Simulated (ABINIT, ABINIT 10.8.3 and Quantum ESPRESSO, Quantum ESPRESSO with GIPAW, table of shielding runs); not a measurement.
# Shieldings in NaH in space group Fm-3m from a nuclear dipole's orbital moment

Aim: the absolute shielding of each site of NaH in space group Fm-3m by linear response (GIPAW) and by the converse method, at several levels, with their costs.

Main program and level: ABINIT 10.8.3 and Quantum ESPRESSO with GIPAW; DFT, plane-wave PAW; levels as the steps name them.

This is a report of a sequence of runs, with most program output left out.

## 1. Starting point

Symmetry: Fm-3m, No. 225, cubic system. The conventional cell has a = 4.880 Å, b = 4.880 Å, c = 4.880 Å, α = 90.00°, β = 90.00°, γ = 90.00°. Nearest to Na lie 6 H at 2.44 Å. H has 6 Na at 2.44 Å nearest. Farther neighbours are not listed.

## 2. GIPAW: ground state

The first road is linear response to a uniform field, which keeps the symmetry and yields every site at once.

A patched development version of Quantum ESPRESSO; PAW files made with ld1.x from the pslibrary 1.0.0 recipes.

File scf.in:

```
&control
  calculation = 'scf'
  prefix = 'x'
  outdir = './tmp/'
  pseudo_dir = './'
/
&system
  ibrav = 0
  nat = 2
  ntyp = 2
  ecutwfc = 75
  ecutrho = 450
  nbnd = 7
/
&electrons
  conv_thr = 1.0d-10
  mixing_beta = 0.7
  electron_maxstep = 100
/
ATOMIC_SPECIES
  Na 22.990 Na.pbe-spn-kjpaw_psl.1.0.0-gipaw.UPF
  H 1.008 H.pbe-kjpaw_psl.1.0.0-gipaw.UPF
CELL_PARAMETERS angstrom
  0.00000000 2.44000000 2.44000000
  2.44000000 0.00000000 2.44000000
  2.44000000 2.44000000 0.00000000
ATOMIC_POSITIONS crystal
  Na 0.00000000 0.00000000 0.00000000
  H 0.50000000 0.50000000 0.50000000
K_POINTS automatic
  9 9 9 0 0 0
```

On the command line:

```bash
$ mpirun -np 8 pw.x -nk 8 -in scf.in > scf.out
```

Elapsed: 6.8 s, on 8 MPI ranks of Arm Neoverse N1, shared host; peak memory 0.52 GiB.

## 3. GIPAW: response

File nmr.in:

```
&inputgipaw
  job = 'nmr'
  prefix = 'x'
  tmp_dir = './tmp/'
  restart_mode = 'from_scratch'
  verbosity = 'low'
  q_gipaw = 0.01
  spline_ps = .true.
  conv_threshold = 1.0d-11
  use_nmr_macroscopic_shape = .false.
  pawproj(1) = .true.
  pawproj(2) = .true.
/
```

On the command line:

```bash
$ mpirun -np 8 gipaw.x -in nmr.in > nmr.out
```

It took 40 s on 8 MPI ranks; peak memory 0.45 GiB; 5.3 min of CPU time.

## 4. Converse method: dipole on Na1; PBE, zora 0, 50 Ha, 4×4×4 (4 shifts)

A nuclear dipole of one atomic unit is put on one atom. The ground state with the dipole is followed by the k-derivatives of the wave functions, and the induced orbital moment, with its sign turned, is the shielding tensor applied to the dipole's direction; the site's symmetry gives the rest. The dipole breaks time reversal, so the whole zone is sampled. JTH 2.0 datasets hold the cores' Lamb term.

File run.abi:

```
ndtset 2
acell 3*1.0 Angstrom
rprim
  0.00000000 2.44000000 2.44000000
  2.44000000 0.00000000 2.44000000
  2.44000000 2.44000000 0.00000000
natom 2
ntypat 2
znucl 11 1
typat 1 2
xred
  0.00000000 0.00000000 0.00000000
  0.50000000 0.50000000 0.50000000
pseudos "Na_PBE_JTH.xml, H_PBE_JTH.xml"
ecut 50
pawecutdg 100
pawovlp -1
kptopt 3
ngkpt 4 4 4
nshiftk 4
shiftk 0.5 0.5 0.5  0.5 0 0  0 0.5 0  0 0 0.5
nband 5
occopt 1
nsym 1
symmorphi 0
istwfk *1
chkprim 0
chksymbreak 0
chksymtnons 0
optforces 0
optstress 0
pawcpxocc 2
usexcnhat 0
paral_atom 0
paral_kgb 0
prtden 0
prteig 0
prtebands 0
prtgsr 0
natnd 1
iatnd 1
atndlist 1 0 0
tolvrs1 1d-11
nstep1 50
rfddk2 1
rfdir2 1 1 1
iscf2 -3
getwfk2 -1
orbmag2 2
tolwfr2 1d-18
nstep2 30
prtwf2 0
```

On the command line:

```bash
$ abinit run.abi > log
```

It took 47 min on 1 thread; peak memory 0.76 GiB.

Along the dipole the shielding is 538.2 ppm. The Chern vector, which should vanish, has length 2.9e-08.

## 5. Converse method: dipole on Na1; PBE, zora 0, 50 Ha, 3×3×3 (4 shifts)

Against the first converse run the mesh is changed, to see how fast the orbital moment converges.

Changes to run.abi since step 4:

```diff
@@ -18,3 +18,3 @@
 kptopt 3
-ngkpt 4 4 4
+ngkpt 3 3 3
 nshiftk 4
```

On the command line:

```bash
$ abinit run.abi > log
```

Elapsed: 20 min, on 1 thread; peak memory 0.39 GiB.

Along the dipole the shielding is 535.1 ppm. The Chern vector, which should vanish, has length 2.0e-07.

## 6. Converse method: dipole on Na1; LDA, zora 0, 50 Ha, 3×3×3 (4 shifts)

Against the PBE run at zora 0 on the same mesh, the functional is changed.

Changes to run.abi since step 5:

```diff
@@ -13,3 +13,3 @@
   0.50000000 0.50000000 0.50000000
-pseudos "Na_PBE_JTH.xml, H_PBE_JTH.xml"
+pseudos "Na_LDA_JTH.xml, H_LDA_JTH.xml"
 ecut 50
```

On the command line:

```bash
$ abinit run.abi > log
```

Run time: 23 min. Hardware: 1 thread; peak memory 0.37 GiB.

Along the dipole the shielding is 524.7 ppm. The Chern vector, which should vanish, has length 3.3e-07. In mesh series on salts like this, lengths over 2.5e-7 went with errors from several ppm on light ions to many hundreds on heavy ones, so the run counts as not converged.

## 7. All levels side by side

The runs with the dipole on the other atom differ from those above in iatnd alone.

```
                               level  dipole on  shielding along it (ppm)  Chern vector
PBE, zora 0, 50 Ha, 4×4×4 (4 shifts)        Na1                     538.2       2.9e-08
PBE, zora 0, 50 Ha, 4×4×4 (4 shifts)         H2                      21.9       4.2e-10
PBE, zora 0, 50 Ha, 3×3×3 (4 shifts)        Na1                     535.1       2.0e-07
PBE, zora 0, 50 Ha, 3×3×3 (4 shifts)         H2                      22.0       3.0e-09
LDA, zora 0, 50 Ha, 3×3×3 (4 shifts)        Na1                     524.7       3.3e-07
LDA, zora 0, 50 Ha, 3×3×3 (4 shifts)         H2                      21.0       4.8e-09
```

Isotropic shieldings in ppm, all without the macroscopic shape term. Core time is summed over the runs of a row, on shared hosts.

```
                          method  functional  relativity  cutoff             mesh  core time  σ Na1  σ H2
                           GIPAW         PBE      scalar   75 Ry            9×9×9    6.2 min  535.6  21.7
                        converse         PBE      zora 0   50 Ha  4×4×4, 4 shifts      1.6 h  538.2  21.9
                        converse         PBE      zora 0   50 Ha  3×3×3, 4 shifts     40 min  535.1  22.0
converse (too coarse for a site)         LDA      zora 0   50 Ha  3×3×3, 4 shifts     47 min  524.7  21.0
```

## 8. Summary of results

| Property | Result |
| --- | --- |
| σ_iso of 23Na (Na1), GIPAW | 535.6 ppm |
| σ_iso of 23Na (Na1), converse, zora 0 | 538.2 ppm |
| σ_iso of 1H (H2), GIPAW | 21.7 ppm |
| σ_iso of 1H (H2), converse, zora 0 | 21.9 ppm |

In words: Without spin-orbit coupling the converse values lie +2.6 ppm (Na1) and +0.2 ppm (H2) from GIPAW's, at 15 times the core time. From mesh 3×3×3, 4 shifts to 4×4×4, 4 shifts the converse values move by +3.1 ppm (Na1) and -0.0 ppm (H2). LDA in place of PBE moves Na1 by -10.4 ppm and H2 by -1.0 ppm. The mesh is too coarse for a site at least, so part of that may be mesh error. This build of gipaw.x prints that it isn't audited and that its numbers are no references by themselves. GIPAW's mesh and the cutoffs were not varied. Atoms are fixed at the given structure, with no thermal motion. The shape term of a sphere, left out, would add about 4 ppm to every shielding, by GIPAW's valence susceptibility.

[Logs are printed without paths, hosts, clocks, repeated set-up lines and the standing remarks that a program may print on its own settings, such as how far it seeks lower states.]

[Hosts, paths, dates, database ids (printed as entryN), source tags and the programs' standing remarks are cut or masked in the printed files.]
